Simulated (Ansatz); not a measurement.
Theory: Ansatz, DFT PBE, scalar-relativistic, plane waves, PAW. Settings: cutoff 420 eV, Γ-centred meshes spaced at most about 0.3 Å⁻¹, and about 0.25 Å⁻¹ or finer for metals (2π included), Gaussian smearing. Collinear spin in cells that started with moments and kept them past the coarse steps, no spin elsewhere.

Temperature and zero-point effects are left out.

Compare these two cells of NiO, each relaxed at this level.

A. (no spin)

```
Ni O
1.0
     2.83151    0.00000    0.00000
     0.00000    2.83151    0.00000
     0.00000    0.00000    3.35698
Ni O
1 1
Direct
  0.00000 0.00000 0.50000
  0.00000 0.00000 0.00000
```

B. (site moments Ni 1.5; O 0.3 μB)

```
Ni O
1.0
     0.00000    2.10818    2.10818
     2.10818    0.00000    2.10818
     2.10818    2.10818    0.00000
Ni O
1 1
Direct
  0.00000 0.00000 0.00000
  0.50000 0.50000 0.50000
```

Task: Which form is favoured at zero pressure, and by what margin per atom?

Result: B is lower, by 212 meV/atom. A has space group P4/mmm (No. 123), 13.5 Å³/atom and no gap on its mesh; B has the rock salt type, space group Fm-3m (No. 225), 9.4 Å³/atom and no gap. Counting O atoms around Ni (those within 1.25 times the shortest such distance or 1.15 times the sum of covalent radii), A has Ni 2 and B has Ni 6. Their magnetic states differ too, which can make part of the margin. The denser one is the lower, and pressure would at first widen the difference. Origin: A was invented; B is a cell as deposited in COD, relaxed. A third cell relaxed alike, in P4_2/mmc, lies 0.34 eV/atom below the lower of the two.

In such compounds of Ni a zero gap at this level may well be an artefact, since no Hubbard U is applied. The magnetic state reached may not be the lowest. Trial moments died out on the coarse mesh in P4/mmm; another magnetic start might hold. Cells relaxed within their symmetry can be saddle points. Some candidate types were left out of the draw beforehand, so a known form may be missing.
